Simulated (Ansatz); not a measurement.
Structure optimisation: indium, bcc

The calculation used Ansatz 0.2.0, DFT, revPBE, plane waves (420 eV) with PAW, scalar-relativistic. (PAW data from PBE, frozen cores regenerated.)

k-point mesh 12×12×12, Fermi-Dirac smearing 0.1 eV, no spin polarisation. Cell and atoms relax.

Starting structure:

```yaml
crystal:
  lattice:
    - [-1.8696844469, 1.8696844469, 1.8696844469]
    - [1.8696844469, -1.8696844469, 1.8696844469]
    - [1.8696844469, 1.8696844469, -1.8696844469]
  atoms:
    - { symbol: In, position: [0.0, 0.0, 0.0] }
hamiltonian:
  xc: revpbe
  pseudopotentials:
    kind: paw
    azcp:
      In: "pseudopotentials/In.paw.azcp"
basis:
  ecutwfc: 420
  fft_grid_basis: typed
kpoints:
  mp_grid: { grid: [12, 12, 12], shift: [0, 0, 0] }
magnetization:
  spin_polarized: false
scf:
  occupations: { method: fermi_dirac, width: 0.1 }
relax:
  max_steps: 60
  f_tol: 0.01
  cell: {}
```

Q: The pressure at the start is 3.7 GPa. By how much does the volume change?

A: From 26.14 to 28.79 Å³ per atom, 10.1 %. The final cell has a = 3.862 Å.

Q: How much energy does the relaxation gain?

A: 27.8 meV per atom.

Path of the relaxation (the plane waves are chosen anew near the end, which can shift the energy a little):

```tsv
step	E − E(final) (meV/atom)	V (Å³/atom)	P (GPa)	max force (eV/Å)
0	27.80	26.144	3.74	0.000
1	1.38	28.290	0.55	0.000
2	0.67	28.699	0.10	0.000
3	0.66	28.791	0.00	0.000
4	0.00	28.791	-0.01	0.000
```
